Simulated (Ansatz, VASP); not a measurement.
Given: the input of a run of Ansatz 0.2.0 on Pd.

File input.yaml:

```yaml
crystal:
  lattice:
    - [-0.011126, 1.955217, 1.941862]
    - [1.971074, 0.006341, 1.924395]
    - [1.964441, 1.931118, 0.012973]
  atoms:
    - { symbol: Pd, position: [0.023837, -0.016987, -0.002967] }
hamiltonian:
  xc: pbe
  pseudopotentials: { kind: paw, azcp: { folder: soft_1 } }
kpoints:
  mp_grid: { grid: [12, 12, 12] }
scf:
  occupations: { method: fermi_dirac, width: 0.05 }
output:
  forces: true
  stress: true
  eigenvalues: true
```

Potentials or basis: Ansatz PAW soft_1.

The run is started by

```bash
$ ansatz run input.yaml --threads 1 --pin off --max-ram 3584MiB --backend cpu --events-out ev --progress --plain --runs-dir out
```

**Question.** Set up the same calculation for VASP 6.6.1. Potentials there: VASP PAW PBE potentials, release 64 (Pd).

**Answer.** As run (the cutoff follows the program's own potentials):

INCAR

```
PREC = Accurate
ENCUT = 520
EDIFF = 1E-6
ISMEAR = -1
SIGMA = 0.05
LREAL = F
LASPH = T
NELM = 60
ALGO = Fast
ISIF = 2
LWAVE = F
LCHARG = F
GGA = PE
NBANDS = 11
```

KPOINTS

```
Automatic mesh
0
Gamma
  12 12 12
```

The input POSCAR:

```
Pd
1.0
   -0.0111260000      1.9552170000      1.9418620000
    1.9710740000      0.0063410000      1.9243950000
    1.9644410000      1.9311180000      0.0129730000
Pd
1
Direct
    0.0238370000     -0.0169870000     -0.0029670000
```

Potentials or basis: VASP PAW PBE potentials, release 64 (Pd).

Run with:

```sh
$ cat potpaw_PBE.64/Pd/POTCAR > POTCAR
$ mpirun -np 1 vasp_std > vasp.out
```

Both were run:

|  | VASP | Ansatz | Ansatz less VASP |
| --- | --- | --- | --- |
| gap on the k mesh at the Fermi level (eV) | none | none | - |
| pressure (GPa) | 6.7 | 7.0 | +0.27 |
| largest component of the traceless stress (GPa) | 1.38 | 1.40 | +0.011 |

A gap of «none» marks a metal or a gap that the smearing closes. The functional is the same, so the differences come from potentials, cutoffs and numerics. The two sets of potentials don't hold the same shells in valence.
